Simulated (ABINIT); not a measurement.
Crystal: BP.

```
P B
1.0
     0.00000    2.26900    2.26900
     2.26900    0.00000    2.26900
     2.26900    2.26900    0.00000
P B
1 1
Direct
  0.75000 0.75000 0.75000
  0.00000 0.00000 0.00000
```

Program: ABINIT 10.8.3 (patched build). Alike in all runs: no spin polarisation; cell as given.

**Question.** Order these runs on this cell by their pressure, lowest first.
A. level LDA; potentials or basis PseudoDojo NC SR LDA v0.4.1 standard; k mesh 4 × 4 × 4, with 4 shifts; cutoff (eV) 925; smearing fixed; stop of the response cycle (tolvrs) 1e-08; acoustic sum rule (asr) 1; mesh quality coarse
B. level PBE; potentials or basis Ansatz NC PBE; k mesh 8 × 8 × 8; cutoff (eV) 980; smearing fermi-dirac 0.05 eV; mesh quality not flagged
C. level PBEsol; potentials or basis PseudoDojo NC SR PBEsol v0.4.1 standard; k mesh 8 × 8 × 8; cutoff (eV) 925; smearing fermi-dirac 0.05 eV; mesh quality not flagged

**Answer.** A (-5.7 GPa), C (-2.0 GPa), B (1.1 GPa).

Caveats: some runs use coarse meshes; the cell is more than 3 GPa from zero pressure, which shifts response properties (some runs).

Not every run made on this cell is shown here.
